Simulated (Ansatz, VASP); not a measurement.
**One calculation of InAs, two programs**

Contents of INCAR:

```
ALGO = Normal
EDIFF = 1E-6
ENCUT = 520
GGA = PE
ISIF = 2
ISMEAR = -1
LASPH = T
LCHARG = T
LELF = T
LREAL = F
LVHAR = T
LWAVE = F
NBANDS = 16
NELM = 80
PREC = Accurate
SIGMA = 0.02
```

The input KPOINTS:

```
k-points
0
Gamma
  8 8 8
```

File POSCAR:

```
InAs
1.0
    0.0000000000      3.0545904688      3.0545904688
    3.0240445641      0.0000000000      3.0545904688
    3.0240445641      3.0545904688      0.0000000000
In As
1 1
Direct
    0.0000000000      0.0000000000      0.0000000000
    0.2500000000      0.2500000000      0.2500000000
```

Input for Ansatz:

```yaml
crystal:
  lattice:
    - [0.0, 3.0545904688, 3.0545904688]
    - [3.0240445641, 0.0, 3.0545904688]
    - [3.0240445641, 3.0545904688, 0.0]
  atoms:
    - { symbol: In, position: [0.0, 0.0, 0.0] }
    - { symbol: As, position: [0.25, 0.25, 0.25] }
kpoints:
  mp_grid: { grid: [8, 8, 8] }
  band_path:
    path:
      - [0.0, 0.0, 0.0]
      - [-0.5, -0.5, 0.0]
      - [-0.375, -0.375, 0.25]
      - [-0.375, 0.0, 0.375]
      - [0.0, 0.0, 0.5]
      - [-0.5, -0.25, 0.25]
      - [-0.008138, -0.008138, 0.0]
    npoints: 1
hamiltonian:
  xc: pbe
scf:
  occupations: { method: fermi_dirac, width: 0.02 }
  n_extra_bands: 4
output:
  forces: true
  stress: true
  eigenvalues: true
  write_density: true
  write_potential: true
  elf: true
  volumetric_format: npy
```

Change from the starting cell: uniaxial_x strain -1.0%.

Alike in both runs: task single point; functional PBE; k mesh 8 × 8 × 8; occupations fermi-dirac, width 0.02 eV; no spin polarisation.

|  | VASP | Ansatz |
| --- | --- | --- |
| version | VASP 6.6.1 | Ansatz 0.2.0 |
| potentials or method | VASP PAW PBE potentials, release 64 (In_d, As) | plane waves, PAW |
| plane-wave cutoff (eV) | 520 | 420 |
| valence electrons in the cell | 18 | 28 |

Ansatz gave:

```
pressure (GPa)                                  : 2.6
largest component of the traceless stress (GPa) : 0.20
```

**Question.** Which values does VASP return?

**Answer.** Pressure (GPa): 2.7; largest component of the traceless stress (GPa): 0.20.

With one functional, cell and mesh, what is left measures potentials, basis and numerics. The two sets of potentials don't hold the same shells in valence.

Caveats: spin-orbit coupling is left out, which moves the levels of the heavy elements.
